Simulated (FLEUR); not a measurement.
The system is Ni.

```xyz
1
Lattice="0.0000 1.7376 1.7376 1.7376 0.0000 1.7376 1.7376 1.7376 0.0000" Properties=species:S:1:pos:R:3 pbc="T T T"
Ni    0.0000    0.0000    0.0000
```

* Program: FLEUR MaX-R8.1 (later development tree)
* Task: single point
* Functional: PBEsol
* Potentials or basis: all-electron
* Basis: FLAPW
* Kmax: 4.64 1/bohr
* k mesh: 13 × 13 × 13
* Occupations: fermi-dirac, width 0.05 eV
* Spin: collinear spin, ferromagnetic start
* Starting moments: [1.0] μB
* Gmax: 14.4 1/bohr
* Muffin-tin radii: Ni 2.11 bohr
* lmax: Ni 9
* lnonsphr: Ni 9
* Local orbitals a species: Ni 5
* Max iterations: 60
* Mixing factor: 0.05
* Mixer: Anderson

On this cell: net moment 0.63 μB per cell; site moments Ni +0.67 μB; band gap on the k mesh none (metal or under the smearing width).

The same run follows on a disturbed copy (cell strained at random at fixed volume):

```
Ni
1.0
     0.01655    1.75725    1.76824
     1.71912    0.01633    1.76846
     1.71447    1.75283    0.02098
Ni
1
Direct
  0.00651 0.01144 0.96710
```

Problem. What does the disturbed cell give?

Solution. The energy (extrapolated to zero smearing) moves by +3.3 meV/atom; net moment 0.63 μB per cell; site moments Ni +0.66 μB; band gap on the k mesh none (metal or under the smearing width).
